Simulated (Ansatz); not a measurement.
The parent structure is BaSnO$_{3}$ in the cubic perovskite structure (space group Pm-3m, No. 221; a = 4.131 Å).

Calculations: r2SCAN (Ansatz, a quantum-chemistry and plane-wave program), without spin-orbit coupling.

Before the change:

Gap between the host's bands: 1.56 eV

Perturbation: 1.41 electrons added to each cell, a density of 2.0×10^22 cm⁻³, with a uniform compensating background at fixed cell and a 300 K Fermi–Dirac width.

Question: What happens to the Fermi level from band edge and gap between the host's bands?

Answer: The Fermi level relative to the doped band's edge (positive inside the band; to 0.05 eV) comes out as +4.15 eV; the gap between the host's bands grows by 0.26 eV, from 1.56 eV to 1.82 eV.

Charged cell with a jellium background: band edges are those of the host's band count, energies are not comparable with the neutral cell, and many-body gap narrowing is missing. Stability against distortions was not tested.
